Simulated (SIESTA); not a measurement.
Sn:

```
CELL_PARAMETERS angstrom
-1.72654 1.77555 2.33834
1.72654 -1.77555 2.33834
1.72654 1.77555 -2.33834
ATOMIC_POSITIONS crystal
Sn 0.00000 0.00000 0.00000
```

This isn't the form of Sn at room conditions, which is tetragonal (white tin).

* Program: SIESTA 5.4.2
* Task: relaxation of cell and atoms
* Functional: LDA
* Potentials or basis: PseudoDojo 0.4 standard (LDA files)
* Basis: DZP (energy shift 0.003 Ry; two zetas on semicore shells)
* Grid cutoff: 500 Ry
* Energy shift: 0.003 Ry
* k mesh: 8 × 8 × 8
* Occupations: fermi-dirac, width 0.05 eV
* Spin: no spin polarisation

At the start: pressure -4.0 GPa; volume 28.67 Å³/atom.

Problem. Where does the relaxation end?

Solution. Over 41 steps the energy falls by 39.4 meV/atom and the volume is 26.16 Å³/atom (-8.8 %); space group Immm (No. 71, to 0.05 Å).

The path:
| step | energy change (eV) | largest force (eV/Å) | pressure (GPa) | volume (Å³) |
| --- | --- | --- | --- | --- |
| 1 | 0.0000 | 0.0000 | -3.96 | 28.67 |
| 3 | -0.0354 | 0.0000 | 0.50 | 25.91 |
| 5 | 0.3666 | 0.0000 | 28.82 | 20.10 |
| 7 | -0.0039 | 0.0000 | -3.83 | 28.55 |
| 9 | 0.0697 | 0.0000 | -6.04 | 30.80 |
| 11 | 0.1050 | 0.0000 | -6.62 | 31.64 |
| 13 | -0.0377 | 0.0000 | -0.34 | 26.28 |
| 15 | -0.0449 | 0.0000 | 0.52 | 25.80 |
| 17 | -0.0365 | 0.0000 | -0.24 | 26.25 |
| 19 | -0.0406 | 0.0000 | -0.36 | 26.25 |
| 21 | -0.0372 | 0.0000 | -0.60 | 26.42 |
| 23 | -0.0333 | 0.0000 | -0.86 | 26.61 |
| 25 | -0.0186 | 0.0000 | -0.01 | 26.39 |
| 27 | -0.0413 | 0.0000 | 0.19 | 25.96 |
| 29 | -0.0398 | 0.0000 | 0.02 | 26.08 |
| 31 | -0.0487 | 0.0000 | 0.09 | 25.98 |
| 33 | -0.0505 | 0.0000 | -0.12 | 26.06 |
| 35 | -0.0393 | 0.0000 | -0.10 | 26.16 |
| 37 | -0.0392 | 0.0000 | 0.00 | 26.13 |
| 39 | -0.0392 | 0.0000 | 0.00 | 26.14 |
| 41 | -0.0394 | 0.0000 | -0.03 | 26.16 |

Final structure:
```xyz
1
Lattice="-1.6442 1.7690 2.2537 1.6440 -1.7678 2.2527 1.6411 1.7648 -2.2528" Properties=species:S:1:pos:R:3 pbc="T T T"
Sn    0.0000    0.0000    0.0000
```

Caveat: the basis of atomic orbitals isn't converged, which shifts pressures, moduli and gaps.
